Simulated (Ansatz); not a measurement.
AlN (P6_3mc), frozen normal mode

Theory: DFT r2SCAN, scalar-relativistic, plane waves, PAW in Ansatz. Cutoff 500 eV, Γ-centred 12×12×6 k-points, Gaussian smearing of 0.05 eV. No spin polarisation. Energies are free energies at this smearing, counted from the undisturbed cell; pressure is positive in compression.

Zero of the scan (as given, not relaxed at this level; it stands at -0.6 GPa):

```
CELL_PARAMETERS angstrom
3.11100 0.00000 0.00000
-1.55550 2.69421 0.00000
0.00000 0.00000 4.97800
ATOMIC_POSITIONS crystal
Al 0.33333 0.66667 0.00000
Al 0.66667 0.33333 0.50000
N 0.33333 0.66667 0.38500
N 0.66667 0.33333 0.88500
```

A zone-centre mode of this cell is frozen in: each atom moves by x times its row below, so x is the largest displacement.
```
atom ux uy uz
 Al1  0.000   1.000  0.000
 Al2  0.000  -1.000  0.000
  N3  0.000  -0.876  0.000
  N4  0.000   0.876  0.000
```

```csv
x (Å),ΔE (meV/cell)
-0.1200,123.9
-0.0900,70.2
-0.0600,31.4
-0.0300,7.9
0.0000,0.0
0.0300,8.0
0.0600,32.3
0.0900,73.2
0.1050,99.9
0.1200,130.8
```

Problem. Predict the pressure (GPa) at each point.

Solution.
```tsv
x (Å)	pressure (GPa)
-0.1200	-0.9
-0.0900	-0.8
-0.0600	-0.7
-0.0300	-0.6
0.0000	-0.6
0.0300	-0.6
0.0600	-0.7
0.0900	-0.8
0.1050	-0.8
0.1200	-0.9
```